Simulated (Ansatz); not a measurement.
Lattice vibrations of InP at Γ at 30 GPa

Level of theory: DFT LDA, scalar-relativistic, plane waves, PAW (Ansatz 0.2.0). Cutoff 420 eV, 14×14×14 k-points (Γ-centred), Fermi-Dirac smearing of 0.15 eV. No spin polarisation. Phonons by linear response, acoustic sum rule imposed.

The cell, relaxed at 30 GPa:
```
CELL_PARAMETERS angstrom
0.00000 2.52877 2.52877
2.52877 0.00000 2.52877
2.52877 2.52877 0.00000
ATOMIC_POSITIONS crystal
In 0.00000 0.00000 0.00000
P 0.50000 0.50000 0.50000
```

In a metal, frequencies and elastic constants depend on the k mesh and the smearing, soft modes and shear constants most. Other phases may be more stable at this pressure.

(1) Is this structure stable against zone-centre distortions?

(2) List the optical modes at Γ (i marks imaginary ones).

Results:

(1) Yes, at Γ: no optical mode is imaginary. Strains and other wave vectors aren't tested by this run.

(2)
| frequency (cm⁻¹) | degeneracy |
| --- | --- |
| 297 | 3 |

This rock-salt form isn't the usual stable structure of the compound at low pressure.

Cost: 1 run of about 0.34 core-minutes, on AMD EPYC 7R43 (Zen 3) (shared hosts).